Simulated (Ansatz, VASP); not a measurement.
# Al3InAs4 (random alloy of the zinc-blende AlAs-InAs line, x = 0.25) in two plane-wave programs, part 2 of 2

Aim: how closely do two programs agree when they are given the same cell, functional and k mesh? Of the first pair: The structure shown is the start of the Ansatz relaxation below; VASP solves that cell, so the two are compared at the walk's first step.

VASP 6.6.1 and Ansatz 0.2.0.

So far: Set-up; Ansatz: relaxation, PBE.

## (3) VASP: single point, PBE, start cell, pair 1

Level of this step: PBE; plane waves and PAW (Al, As, In_d) (VASP).

The same cell, functional, mesh and smearing now go to VASP, with its own data sets.

Lines of VASP's logs that name or quote its potential files are left out, and so is its time.

INCAR reads:

```
SYSTEM = Al3InAs4
PREC = Accurate
ENCUT = 400
EDIFF = 1E-06
NELM = 120
ISMEAR = -1
SIGMA = 0.1
LREAL = Auto
ALGO = Normal
GGA = PE
NBANDS = 216
LORBIT = 11
LWAVE = .FALSE.
LCHARG = .FALSE.
ISIF = 2
LASPH = .TRUE.
GGA_COMPAT = .FALSE.
EFERMI = MIDGAP
KPAR = 8
```

POSCAR reads:

```
Al3InAs4
1.0
   11.6900000000      0.0000000000      0.0000000000
    0.0000000000     11.6900000000      0.0000000000
    0.0000000000      0.0000000000     11.6900000000
Al As In
24 32 8
Direct
    0.0027801540      0.9989478186      0.9991017964
    0.0029940120      0.2486997434      0.2505474765
    0.2494525235      0.9993413174      0.2519418306
    0.2500684346      0.2510008554      0.9981180496
    0.9988195038      0.2493242087      0.7488195038
    0.2480923867      0.0004020530      0.7528400342
    0.2487168520      0.2528999145      0.5000940975
    0.0002138580      0.5010607357      0.0005132592
    0.2487082977      0.5021385800      0.2508810950
    0.2519418306      0.7526005133      0.0037382378
    0.2503421728      0.5001967494      0.7488537211
    0.4994097519      0.0000684346      0.9989392643
    0.5006928999      0.2510179641      0.2481266039
    0.7495380667      0.0000598802      0.2476475620
    0.7505988024      0.2477502139      0.9999315654
    0.4999572284      0.9986740804      0.5021813516
    0.5027801540      0.2505816938      0.7479469632
    0.7479041916      0.0009409752      0.7513601369
    0.7513686912      0.2500769889      0.4996834902
    0.5009067579      0.5002395210      0.0001283148
    0.4994696322      0.7458340462      0.2517792985
    0.7504277160      0.7494867408      0.0008468777
    0.7478186484      0.5005389222      0.7508639863
    0.7509580838      0.7504106074      0.5004790419
    0.1231565441      0.1264841745      0.1210607357
    0.1245680068      0.3775021386      0.3714798973
    0.3731223268      0.1246963216      0.3734987169
    0.3769632164      0.3765440547      0.1258597092
    0.1233960650      0.1245423439      0.6259110351
    0.1235500428      0.3738494440      0.8749786142
    0.3762703165      0.1246706587      0.8734816082
    0.3739093242      0.3753293413      0.6285885372
    0.1243969204      0.6230538922      0.1243969204
    0.1265868263      0.8754918734      0.3765098375
    0.3744910180      0.6258426005      0.3748674080
    0.3726090676      0.8725320787      0.1241402908
    0.1215397776      0.6244824636      0.6264157399
    0.1246621044      0.8753207870      0.8756971771
    0.3756458512      0.6252095808      0.8769289991
    0.3739093242      0.8757228400      0.6251325920
    0.6261933276      0.1242429427      0.1270915312
    0.6252865697      0.3762703165      0.3733704021
    0.8755431993      0.1264499572      0.3735329341
    0.8722412318      0.3769204448      0.1256971771
    0.6283661249      0.1218220701      0.6271086399
    0.6264841745      0.3746877673      0.8739692044
    0.8739264328      0.1258939264      0.8730367836
    0.8748331908      0.3764927288      0.6262788708
    0.6260564585      0.6253977759      0.1261676647
    0.6287425150      0.8757570573      0.3748331908
    0.8730795552      0.6241231822      0.3732934132
    0.8746963216      0.8766894782      0.1253721129
    0.6265440547      0.6293327630      0.6245680068
    0.6245081266      0.8761591104      0.8744482464
    0.8772112917      0.6248075278      0.8739435415
    0.8748674080      0.8769888794      0.6256287425
    0.0015397776      0.9988280582      0.4997861420
    0.9996407186      0.7510008554      0.2514371257
    0.0002737382      0.5014970060      0.5005389222
    0.0003934987      0.7513002566      0.7496236099
    0.2520530368      0.7503165098      0.4993584260
    0.7497690334      0.4998032506      0.2500342173
    0.5037467921      0.4967579127      0.4988879384
    0.5000684346      0.7496065013      0.7522840034
```

KPOINTS reads:

```
Automatic mesh
0
Gamma
2 2 2
0 0 0
```

Potentials, in the order of the species: Al, As and In_d (PBE family, release 64).

Started as:

```
$ mpirun -np 8 vasp_std
```

Numbers of over 12 decimals in the logs are rounded to 6 here.

Output:

```text
[banner, memory and clock lines left out]
running    8 mpi-ranks, on    1 nodes
[...]
|                                                                             |
|           W    W    AA    RRRRR   N    N  II  N    N   GGGG   !!!           |
|           W    W   A  A   R    R  NN   N  II  NN   N  G    G  !!!           |
|           W    W  A    A  R    R  N N  N  II  N N  N  G       !!!           |
|           W WW W  AAAAAA  RRRRR   N  N N  II  N  N N  G  GGG   !            |
|           WW  WW  A    A  R   R   N   NN  II  N   NN  G    G                |
|           W    W  A    A  R    R  N    N  II  N    N   GGGG   !!!           |
|                                                                             |
|     For optimal performance we recommend to set                             |
|       NCORE = 2 up to number-of-cores-per-socket                            |
|     NCORE specifies how many cores store one orbital (NPAR=cpu/NCORE).      |
|     This setting can greatly improve the performance of VASP for DFT.       |
|     The default, NCORE=1 might be grossly inefficient on modern             |
|     multi-core architectures or massively parallel machines. Do your        |
|     Unfortunately you need to use the default for GW and RPA                |
|     calculations (for HF NCORE is supported but not extensively tested      |
|     yet).                                                                   |
|                                                                             |

 LDA part: xc-table for (Slater+PW92), standard interpolation
 POSCAR, INCAR and KPOINTS ok, starting setup
[...]
entering main loop
       N       E                     dE             d eps       ncg     rms          rms(c)
DAV:   1     0.191662147983E+04    0.19166E+04   -0.11313E+05  3456   0.114E+03
DAV:   2     0.791201955088E+01   -0.19087E+04   -0.17925E+04  3808   0.272E+02
DAV:   3    -0.276452615127E+03   -0.28436E+03   -0.27898E+03  4488   0.124E+02
DAV:   4    -0.290415308589E+03   -0.13963E+02   -0.13886E+02  4272   0.291E+01
[...]
DAV:  14    -0.283644127526E+03   -0.10863E-04   -0.64048E-05  4488   0.157E-02    0.221E-02
DAV:  15    -0.283644126915E+03    0.61132E-06   -0.21844E-05  3648   0.993E-03    0.501E-03
DAV:  16    -0.283644126057E+03    0.85783E-06   -0.14098E-06  2688   0.344E-03
   1 F= -.28364413E+03 E0= -.28364215E+03  d E =-.394863E-02
```

Parts of OUTCAR (step 3):

```text
  Total        4.6001665      4.8540131      5.0126578      0.5561608      1.9876676     -1.0960020
  in kB        4.6136070      4.8681953      5.0273035      0.5577858      1.9934751     -1.0992043
  external PRESSURE =       4.8363686 kB  Pullay stress =       0.0000000 kB

 POSITION                                       TOTAL-FORCE (eV/Angst)
 -----------------------------------------------------------------------------------
      0.03250     11.67770     11.67950        -0.426209      0.189172     -0.042285
      0.03500      2.90730      2.92890        -0.353909      0.188275     -0.294556
      2.91610     11.68230      2.94520        -0.106903      0.102554     -0.372245
      2.92330      2.93420     11.66800         0.153162      0.008707      0.067993
     11.67620      2.91460      8.75370         0.002752      0.082084      0.078308
      2.90020      0.00470      8.80070         0.155516      0.076244     -0.205893
      2.90750      2.95640      5.84610         0.005290     -0.183443     -0.007942
      0.00250      5.85740      0.00600        -0.126964     -0.256838     -0.061982
      2.90740      5.87000      2.93280         0.245942     -0.083663     -0.237281
      2.94520      8.79790      0.04370        -0.333494     -0.415825     -0.361421
      2.92650      5.84730      8.75410        -0.204401      0.069114      0.349236
      5.83810      0.00080     11.67760         0.014595     -0.009582      0.165384
      5.85310      2.93440      2.90060        -0.070174     -0.125371      0.173821
      8.76210      0.00070      2.89500         0.178055      0.094027      0.210525
[...]
-----------------------------------------------------------------------------------
    total drift:                               -0.014984     -0.015329      0.007429

  FREE ENERGIE OF THE ION-ELECTRON SYSTEM (eV)
  ---------------------------------------------------
  free  energy   TOTEN  =      -283.6441260570 eV

  energy  without entropy=     -283.6401774311  energy(sigma->0) =     -283.64215174

[... 2 further parts left out ...]
```

The run ends at a pressure of 0.48 GPa, with forces up to 2.1 eV/Å.

## (4) Differences

Known differences besides the potentials themselves: the data sets hold 656 valence electrons in Ansatz (on its default PAW (the set named soft_2) files) and 336 in VASP; the cutoff is 420 eV in Ansatz and 400 eV in VASP (PREC = Accurate, projectors in real space). Total energies have different zeros and are not compared.

Forces on 9 of the 64 atoms, those with the largest forces and the largest differences (eV/Å; atoms numbered as in POSCAR):

| atom | Ansatz x, y, z | VASP x, y, z |
| --- | --- | --- |
| As27 | 0.254, 0.148, 0.244 | 0.264, 0.155, 0.254 |
| As37 | 1.474, -0.510, 0.524 | 1.474, -0.508, 0.517 |
| As41 | -0.235, 0.055, -0.309 | -0.245, 0.058, -0.318 |
| As42 | 0.128, -2.068, 0.016 | 0.125, -2.079, 0.024 |
| As44 | 1.216, -1.135, -0.948 | 1.222, -1.143, -0.952 |
| As49 | -0.913, 0.770, -0.928 | -0.917, 0.770, -0.931 |
| As51 | -0.531, 0.952, 1.099 | -0.523, 0.954, 1.108 |
| As55 | -1.020, -0.744, 0.925 | -1.032, -0.748, 0.930 |
| As56 | -1.612, -0.091, 0.012 | -1.613, -0.097, 0.008 |

The forces differ by 4.2 meV/Å r.m.s., which is 0.8 % of the r.m.s. force of 0.512 eV/Å (both taken over all components).

## (5) Ansatz: relaxation, PBE

This run makes the geometry at which the two programs are then compared. The cell compared in this pair holds 1590.50 Å³, against 1597.51 Å³ for the pair before.

The structure compared here is the end of the Ansatz relaxation.

This is the run of step 2 again, met here at its other cell.

## (6) VASP: single point, PBE, relaxed cell, pair 2

The same cell, functional, mesh and smearing now go to VASP, with its own data sets.

Changes to INCAR since step 3:

```diff
@@ -2,3 +2,3 @@
 PREC = Accurate
-ENCUT = 400
+ENCUT = 500
 EDIFF = 1E-06
```

POSCAR reads:

```
Al3InAs4
1.0
   11.6720070000      0.0000640000     -0.0007020000
    0.0000640000     11.6742500000      0.0010260000
   -0.0007020000      0.0010260000     11.6723810000
Al As In
24 32 8
Direct
    0.0005200000      0.0040600000      0.9998800000
    0.0025800000      0.2480000000      0.2458700000
    0.2543900000      0.0047800000      0.2454900000
    0.2506200000      0.2499300000      0.0002000000
    0.9997600000      0.2497600000      0.7540200000
    0.2523100000      0.0069700000      0.7549400000
    0.2521300000      0.2482100000      0.5001800000
    0.0017200000      0.4958100000      0.9983300000
    0.2524900000      0.4954200000      0.2433200000
    0.2520400000      0.7501800000      0.0018100000
    0.2502200000      0.4935700000      0.7564400000
    0.5003200000      0.0026500000      0.0021400000
    0.4983500000      0.2460300000      0.2479400000
    0.7458500000      0.0029200000      0.2476100000
    0.7503600000      0.2481900000      0.9980400000
    0.5017900000      0.0045000000      0.4982400000
    0.5002200000      0.2483000000      0.7525900000
    0.7479300000      0.0047900000      0.7523100000
    0.7482100000      0.2457700000      0.5019000000
    0.4984000000      0.4981400000      0.0000000000
    0.4999800000      0.7544000000      0.2454400000
    0.7480800000      0.7528100000      0.9999100000
    0.7497000000      0.4956900000      0.7547800000
    0.7455500000      0.7546900000      0.5003400000
    0.1266900000      0.1254000000      0.1232900000
    0.1328500000      0.3668600000      0.3669000000
    0.3758300000      0.1254200000      0.3742400000
    0.3774800000      0.3715800000      0.1234200000
    0.1305700000      0.1334600000      0.6333100000
    0.1242200000      0.3720200000      0.8766600000
    0.3774200000      0.1268300000      0.8787400000
    0.3692000000      0.3672400000      0.6333900000
    0.1306300000      0.6168600000      0.1166400000
    0.1314700000      0.8851200000      0.3665200000
    0.3774600000      0.6233500000      0.3586200000
    0.3758300000      0.8774900000      0.1233400000
    0.1337400000      0.6182800000      0.6333500000
    0.1326500000      0.8832400000      0.8832100000
    0.3690000000      0.6181300000      0.8814500000
    0.3769600000      0.8915000000      0.6269600000
    0.6236500000      0.1267600000      0.1235400000
    0.6245000000      0.3589700000      0.3736800000
    0.8677100000      0.1334200000      0.3660000000
    0.8824500000      0.3673600000      0.1171800000
    0.6237000000      0.1254400000      0.6263900000
    0.6232000000      0.3736000000      0.8767200000
    0.8759100000      0.1251300000      0.8745700000
    0.8673800000      0.3648300000      0.6334600000
    0.6170800000      0.6325600000      0.1163400000
    0.6226800000      0.8770600000      0.3734900000
    0.8689700000      0.6322300000      0.3814600000
    0.8675400000      0.8844900000      0.1168600000
    0.6374400000      0.6237400000      0.6268000000
    0.6310000000      0.8851200000      0.8830200000
    0.8674100000      0.6168900000      0.8856400000
    0.8617800000      0.8776500000      0.6270100000
    0.9978700000      0.0066800000      0.5004300000
    0.9998900000      0.7520400000      0.2432000000
    0.0002400000      0.4933400000      0.5020000000
    0.9980900000      0.7503000000      0.7566600000
    0.2552100000      0.7520900000      0.4980100000
    0.7479900000      0.4984500000      0.2454600000
    0.4998900000      0.4960900000      0.5005100000
    0.5016800000      0.7520600000      0.7544200000
```

KPOINTS is that of step 3.

Started as:

```
$ mpirun -np 8 vasp_std
```

Output:

```text
[banner, memory and clock lines left out]
running    8 mpi-ranks, on    1 nodes
[...]
[... a notice as in an earlier step ...]

 LDA part: xc-table for (Slater+PW92), standard interpolation
 POSCAR, INCAR and KPOINTS ok, starting setup
[...]
entering main loop
       N       E                     dE             d eps       ncg     rms          rms(c)
DAV:   1     0.215272603322E+04    0.21527E+04   -0.12754E+05  3456   0.135E+03
DAV:   2     0.629548608077E+02   -0.20898E+04   -0.19595E+04  3720   0.300E+02
DAV:   3    -0.274431718497E+03   -0.33739E+03   -0.32877E+03  4472   0.137E+02
DAV:   4    -0.292942954763E+03   -0.18511E+02   -0.18389E+02  4304   0.327E+01
[...]
DAV:  15    -0.286300989845E+03   -0.20623E-06   -0.81537E-05  3968   0.228E-02    0.205E-02
DAV:  16    -0.286300993347E+03   -0.35020E-05   -0.59847E-06  3560   0.722E-03    0.422E-03
DAV:  17    -0.286300994185E+03   -0.83737E-06   -0.33027E-06  3208   0.351E-03
   1 F= -.28630099E+03 E0= -.28629914E+03  d E =-.370281E-02
```

OUTCAR, selected parts (step 6):

```text
  Total        1.1771070      1.1691667      1.2053170     -0.0076075     -0.0783805     -0.0206139
  in kB        1.1857484      1.1777498      1.2141655     -0.0076634     -0.0789559     -0.0207652
  external PRESSURE =       1.1925545 kB  Pullay stress =       0.0000000 kB

 POSITION                                       TOTAL-FORCE (eV/Angst)
 -----------------------------------------------------------------------------------
      0.00537      0.04842     11.67098        -0.002923      0.004542      0.001335
      0.02996      2.89547      2.87014        -0.004070     -0.001098     -0.002024
      2.96907      0.05607      2.86528         0.001279      0.003445     -0.002596
      2.92525      2.91776      0.00241         0.002784     -0.002022      0.000595
     11.66869      2.91660      8.80076        -0.000270      0.000792      0.002816
      2.94443      0.08216      8.81178         0.001547      0.001410      0.000026
      2.94253      2.89819      5.83837         0.001249     -0.003785      0.002696
      0.01941      5.78923     11.65340        -0.004037     -0.004077      0.000675
      2.94693      5.78392      2.84045         0.001285     -0.001202     -0.000500
      2.94186      8.75781      0.02172         0.004239     -0.000526     -0.000685
      2.92007      5.76285      8.82979        -0.000285     -0.005597      0.002116
      5.83974      0.03097      0.02463        -0.003674     -0.001333     -0.003636
      5.81659      2.87250      2.89395        -0.001022      0.000138     -0.001715
      8.70539      0.03439      2.88968        -0.004461      0.001436     -0.001105
[...]
-----------------------------------------------------------------------------------
    total drift:                                0.020816      0.009123     -0.014256

  FREE ENERGIE OF THE ION-ELECTRON SYSTEM (eV)
  ---------------------------------------------------
  free  energy   TOTEN  =      -286.3009941845 eV

  energy  without entropy=     -286.2972913702  energy(sigma->0) =     -286.29914278

[... 1 part as in an earlier step ...]

[... 1 further part left out ...]
```

The run ends at a pressure of 0.12 GPa, with forces up to 0.013 eV/Å.

## (7) Side by side

What differs besides the data sets and the points named for the pairs above, as far as they apply: the data sets hold 656 valence electrons in Ansatz (on its default PAW (the set named soft_2) files) and 336 in VASP; the cutoff is 420 eV in Ansatz and 500 eV in VASP (PREC = Accurate, projectors in real space). Total energies have different zeros and are not compared.

Compared:

| quantity | Ansatz | VASP | difference |
| --- | --- | --- | --- |
| pressure (GPa) | 0.00 | 0.12 | -0.12 |
| gap on the k mesh (eV) | 1.094 | 1.098 | -0.003 |

The largest component of a force difference here is 7 meV/Å. A gap on the mesh is an upper bound, since the band edges may lie between its points.

## (8) Results

```
r.m.s. force difference (single point, PBE, start cell, pair 1)           : 0.82 % of the r.m.s. force
difference in gap on the k mesh (single point, PBE, relaxed cell, pair 2) : -0.0035 eV
```

**Reading.** The r.m.s. force difference is 0.82 % of the r.m.s. force (single point, PBE, start cell, pair 1), within the 3 % picked in this series as the mark of a large difference. The data sets hold unlike numbers of valence electrons (656 in Ansatz and 336 in VASP), so part of the differences may come from the potentials. How closely two codes agree says nothing of how well the functional describes the real material.

[Lines on the potential files, build, host, timing and source positions are cut from VASP's logs without a mark.]

[Logs are printed without paths, hosts, clocks, repeated set-up lines and the standing remarks that a program may print on its own settings, such as how far it seeks lower states.]

[Hosts, paths, dates, database ids (printed as entryN), source tags and the programs' standing remarks are cut or masked in the printed files.]
